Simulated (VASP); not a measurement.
# MgTe (F-43m) in VASP: further runs, part 4 of 4

VASP 6.6.1. Earlier steps stand in the parts before.

## (7) G0W0 quasiparticle levels, PBE

Contents of POSCAR:

```
MgTe
1.0
    0.0000000000      3.2319988239      3.2319988239
    3.2319988239      0.0000000000      3.2319988239
    3.2319988239      3.2319988239      0.0000000000
Te Mg
1 1
Direct
    0.2500000000      0.2500000000      0.2500000000
    0.0000000000      0.0000000000      0.0000000000
```

Contents of INCAR.step1:

```
PREC = Accurate
ENCUT = 450
EDIFF = 1E-8
ISMEAR = 0
SIGMA = 0.01
LREAL = F
LASPH = T
NELM = 60
ALGO = Fast
LWAVE = T
LCHARG = F
GGA = PE
```

Contents of INCAR.step2:

```
PREC = Accurate
ENCUT = 450
EDIFF = 1E-8
ISMEAR = 0
SIGMA = 0.01
LREAL = F
LASPH = T
NELM = 1
ALGO = Exact
LWAVE = T
LCHARG = F
GGA = PE
NBANDS = 646
LOPTICS = T
ISTART = 1
```

Contents of INCAR.step3:

```
PREC = Accurate
ENCUT = 450
EDIFF = 1E-8
ISMEAR = 0
SIGMA = 0.01
LREAL = F
LASPH = T
ALGO = EVGW0
LWAVE = F
LCHARG = F
GGA = PE
NELMGW = 1
NBANDS = 646
ENCUTGW = 200
NOMEGA = 64
PRECFOCK = Fast
ISTART = 1
NBANDSGW = 12
```

Contents of KPOINTS:

```
Automatic mesh
0
Gamma
  4 4 4
```

Potentials or basis: VASP PAW PBE potentials, release 64 (Te_GW, Mg_GW).

Run with:

```console
cat potpaw_PBE.64/Te_GW/POTCAR potpaw_PBE.64/Mg_GW/POTCAR > POTCAR
cp INCAR.step1 INCAR
mpirun -np 1 vasp_std > vasp.out
cp INCAR.step2 INCAR
mpirun -np 1 vasp_std > vasp.out
cp INCAR.step3 INCAR
mpirun -np 1 vasp_std > vasp.out
```

OUTCAR:

```text
PREC = Accurate
   ENCUT = 450
   EDIFF = 1E-8
   ISMEAR = 0
   LREAL = F
   LASPH = T
   GGA = PE
   NELMGW = 1
   ENCUTGW = 200
   PRECFOCK = Fast
   ISTART = 1

 ion  position               nearest neighbor table
   1  0.250  0.250  0.250-   2 2.80   2 2.80   2 2.80   2 2.80
   2  0.000  0.000  0.000-   1 2.80   1 2.80   1 2.80   1 2.80

  LATTYP: Found a face centered cubic cell.
 ALAT       =     6.4639976478

  Lattice vectors:

 A1 = (   0.0000000000,   3.2319988239,   3.2319988239)
 A2 = (   3.2319988239,   0.0000000000,   3.2319988239)
 A3 = (   3.2319988239,   3.2319988239,   0.0000000000)

Analysis of symmetry for initial positions (statically):
=====================================================================
 Subroutine PRICEL returns:
 Original cell was already a primitive cell.

[... 147 lines left out ...]
   NELMGW              =     1    number of iterations in solving QP/BSE equation
   NELMHF              =     1    number of iterations in the inner HF iteration
   NKREDLFX            =     1    NKREDLFY  =   1   NKREDLFZ  =   1
 non-spin polarized calculation
 Gauss-broadening in eV      SIGMA  =   0.01
  energy-cutoff  :      450.00
  volume of cell :       67.52
 maximum number of plane-waves:      1476
  NGX = 18; NGY = 18; NGZ = 18
   NGX = 15   NGY = 15   NGZ = 15
 maximum number of plane-waves:       444

 QP shifts <psi_nk| G(iteration)W_0 |psi_nk>: iteration 1
 for sc-GW calculations column KS-energies equals QP-energies in previous step
 and V_xc(KS)=  KS-energies - (<T + V_ion + V_H > + <T+V_H+V_ion>^1  + <V_x>^1)

 k-point   1 :       0.0000    0.0000    0.0000
  band No.  KS-energies  QP-energies   sigma(KS)   V_xc(KS)     V^pw_x(r,r')   Z            occupation Imag(sigma)

      1      -8.2902      -9.2069     -12.0597     -10.7391     -17.1247       0.6942       2.0000       1.0311
      2       1.8860       0.8508     -11.8448     -10.4921     -12.7940       0.7653       2.0000       0.0415
      3       1.8860       0.8508     -11.8448     -10.4921     -12.7940       0.7653       2.0000       0.0415
      4       1.8860       0.8508     -11.8448     -10.4921     -12.7940       0.7653       2.0000       0.0415
      5       4.2905       4.6011      -7.3165      -7.7137      -3.8965       0.7819       0.0000      -0.0601
      6       7.3318       7.6325      -7.3055      -7.7026      -3.3857       0.7572       0.0000      -0.0712
      7       7.3318       7.6325      -7.3055      -7.7026      -3.3857       0.7572       0.0000      -0.0712
      8       7.3318       7.6325      -7.3055      -7.7026      -3.3857       0.7572       0.0000      -0.0712
      9      10.5042      10.7816      -7.5575      -7.9327      -3.0996       0.7391       0.0000      -0.1249
     10      10.5042      10.7816      -7.5575      -7.9327      -3.0996       0.7391       0.0000      -0.1249
     11      10.5827      10.7101      -6.3381      -6.5120      -1.6729       0.7332       0.0000      -0.1710
     12      12.2264      12.2239      -6.4276      -6.4242      -1.5681       0.7346       0.0000      -0.2810
[... 100 lines left out ...]
      1      -7.4947      -8.2471     -12.4599     -11.3439     -17.2510       0.6742       2.0000       0.8505
      2      -0.8091      -1.8453     -10.5524      -9.1089     -12.4374       0.7179       2.0000       0.0674
      3       0.0132      -1.0962     -10.7488      -9.2465     -12.2810       0.7384       2.0000       0.0518
      4       0.4393      -0.6371     -10.7734      -9.3322     -12.1056       0.7469       2.0000       0.0424
      5       6.4556       6.5095      -7.1418      -7.2116      -3.4912       0.7722       0.0000      -0.0631
      6       7.4975       7.8986      -8.2214      -8.7551      -4.1854       0.7515       0.0000      -0.0688
      7       8.0578       8.3172      -6.9480      -7.2946      -2.7222       0.7482       0.0000      -0.0893
      8       8.2811       8.4299      -7.1868      -7.3828      -3.2086       0.7592       0.0000      -0.0762
      9      11.6662      11.8008      -7.7760      -7.9683      -2.5304       0.7002       0.0000      -0.2785
     10      12.9153      13.0004      -7.6252      -7.7423      -2.3633       0.7262       0.0000      -0.3769
     11      13.1630      13.4949      -8.5812      -9.0345      -3.3269       0.7322       0.0000      -0.3644
     12      14.0821      14.4346      -8.1135      -8.5855      -2.8363       0.7468       0.0000      -0.4696
```

OUTCAR.step1:

```text
PREC = Accurate
   ENCUT = 450
   EDIFF = 1E-8
   ISMEAR = 0
   LREAL = F
   LASPH = T
[... 290 lines left out ...]
 -----------------------------------------------------------------------------------
      1.61600      1.61600      1.61600        -0.000000     -0.000000     -0.000000
      0.00000      0.00000      0.00000         0.000000      0.000000      0.000000
 -----------------------------------------------------------------------------------
    total drift:                               -0.000000     -0.000000     -0.000000

  FREE ENERGIE OF THE ION-ELECTRON SYSTEM (eV)
  ---------------------------------------------------
  free  energy   TOTEN  =        -6.3748000202 eV

  energy  without entropy=       -6.3748000202  energy(sigma->0) =       -6.37480002
```

Run time: 6.9 min. Hardware: 1 thread of Intel Xeon 6975P-C (Granite Rapids), shared host; peak memory 1.6 GiB.

Results:

```yaml
Band_gap_on_the_k_mesh_mean-field_level: 2.40 eV, direct
Quasiparticle_gap: 3.75 eV
Least_direct_quasiparticle_gap: 3.75 eV
```

Caveat: the k mesh is coarse (spacing up to 0.42 Å⁻¹), so the values aren't converged; bands, screening cutoff and mesh are small and nothing is extrapolated, so the quasiparticle values aren't converged; spin-orbit coupling is left out, which moves the levels of the heavy elements. A k mesh can miss the band edges.

## (8) The reference run

An earlier run on the cell as given: functional PBE; potentials or basis VASP PAW PBE potentials, release 64 (Te, Mg); cutoff 520 eV; k mesh 7 × 7 × 7; occupations fermi-dirac, width 0.05 eV; no spin polarisation.

* Pressure: 0.7 GPa
* Band gap on the k mesh: 2.41 eV, direct

## (9) Overview

```tsv
task	level	potentials or basis	spin	k mesh	cutoff (eV)	smearing	cutoff of the response function	frequency points	empty bands	GW scheme	GW iterations	other keys	mesh quality	pressure (GPa)
chemical shielding	PBE+D3	VASP PAW PBE potentials, release 64 (Te, Mg)	off	7 × 7 × 7	520	fermi-dirac 0.05 eV	-	-	-	-	-	-	not flagged	-
band structure	MS2	VASP PAW PBE potentials, release 54 (Te, Mg)	SOC, no magnetisation	5 × 5 × 5	800	gaussian 0.05 eV	-	-	-	-	-	ENCUT = 800; EDIFF = 1e-05	not flagged	-0.1
QSGW0 quasiparticle levels	PBE	VASP PAW PBE potentials, release 64 (Te_GW, Mg_GW)	off	3 × 3 × 3	500	gaussian 0.01 eV	100	64	153	QSGW0	4	-	coarse	-
G0W0 quasiparticle levels	PBEsol	VASP PAW PBE potentials, release 64 (Te_GW, Mg_GW)	off	5 × 5 × 5	500	gaussian 0.01 eV	100	48	153	G0W0	1	-	not flagged	-
evGW0 quasiparticle levels	PBEsol	VASP PAW PBE potentials, release 64 (Te_GW, Mg_GW)	off	4 × 4 × 4	500	gaussian 0.01 eV	100	48	153	evGW0	4	-	coarse	-
G0W0 quasiparticle levels	PBE	VASP PAW PBE potentials, release 64 (Te_GW, Mg_GW)	off	4 × 4 × 4	450	gaussian 0.01 eV	200	64	642	G0W0	1	-	coarse	-
single point	PBE	VASP PAW PBE potentials, release 64 (Te, Mg)	off	7 × 7 × 7	520	fermi-dirac 0.05 eV	-	-	-	-	-	-	not flagged	0.7
```

Alike in all rows: cell as given.

Caveats: some runs use coarse meshes; spin-orbit coupling is left out, which moves the levels of the heavy elements (some runs); bands, screening cutoff and mesh are small and nothing is extrapolated, so the quasiparticle values aren't converged (some runs); the PAW data sets were made with another functional, which shifts forces and pressure a little (some runs).

Absolute energies hang on the potentials; compare differences alone.
